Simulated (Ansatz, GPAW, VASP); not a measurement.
# Al: 4 runs at one level of theory

```
Al
1.0
     0.00000    2.02481    2.02481
     2.02481    0.00000    2.02481
     2.02481    2.02481    0.00000
Al
1
Cartesian
  0.0000 0.0000 0.0000
```

Alike in all runs: task band structure; functional RPBE; k mesh 11 × 11 × 11; occupations fermi-dirac, width 0.05 eV; no spin polarisation; no spin-orbit coupling. Pressure is positive in compression and, in plane waves, holds the error of the finite cutoff, which Ansatz's Pulay term estimates and takes out.

```tsv
program and potentials	plane-wave cutoff (eV)	notes	pressure (GPa)
Ansatz, Ansatz PAW	420	potentials made for PBE, which Ansatz adapts in part; Pulay term of +0.07 GPa included	1.03
Ansatz, all-electron LAPW, scalar-relativistic	-	-	?
GPAW, the program's PAW data sets (release 1.2.1) made for this functional	600	-	1.17
VASP, PBE PAW files Al, 520 eV	520	potentials made for PBE	0.83
```

Question: Estimate from the other rows what the run with Ansatz, all-electron LAPW, scalar-relativistic gave.

Answer: Pressure 1.04 GPa. The other rows, which needn't bracket it: pressure 0.83 to 1.17.
